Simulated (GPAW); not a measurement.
Crystal: Ti2O.

```
Ti O
1.0
     2.91940    0.00000    0.00000
    -1.45970    2.52827    0.00000
     0.00000    0.00000    4.71300
Ti O
2 1
Direct
  0.33333 0.66667 0.72126
  0.66667 0.33333 0.27874
  0.00000 0.00000 0.00000
```

```yaml
Program: GPAW 26.7.0
Task: relaxation of cell and atoms
Functional: PBEsol
Potentials_or_basis: PAW data sets generated in the run's folder for this functional
Cutoff: 800 eV
Basis: pw
k_mesh: 8 × 8 × 4
Occupations: fermi-dirac, width 0.05 eV
Spin: no spin polarisation
```

At the start: pressure 5.4 GPa; volume 11.60 Å³/atom.

Question: How do energy, volume and symmetry change on relaxing?

Answer: Over 11 steps the energy falls by 35.3 meV/atom and the volume is 11.94 Å³/atom (+3.0 %); space group P-3m1 (No. 164, to 0.05 Å).

Step by step:
```tsv
step	energy change (eV)	largest force (eV/Å)	pressure (GPa)	volume (Å³)
1	0.0000	1.2878	5.35	34.79
2	-0.0473	0.8962	4.15	34.98
3	-0.0994	0.0579	1.64	35.50
4	-0.1013	0.0157	1.08	35.61
5	-0.1032	0.0539	0.24	35.77
6	-0.1047	0.0387	-0.43	35.89
7	-0.1054	0.0018	-0.69	35.94
8	-0.1056	0.0286	-0.59	35.91
9	-0.1057	0.0358	-0.32	35.87
10	-0.1058	0.0211	-0.06	35.82
11	-0.1058	0.0049	0.02	35.81
```

Final structure:
```
Ti O
1.0
     2.95807    0.00000    0.00000
    -1.47903    2.56176    0.00000
     0.00000    0.00000    4.72609
Ti O
2 1
Direct
  0.33333 0.66667 0.73639
  0.66667 0.33333 0.26361
  0.00000 0.00000 0.00000
```

Caveat: later steps reuse the first step's grids.
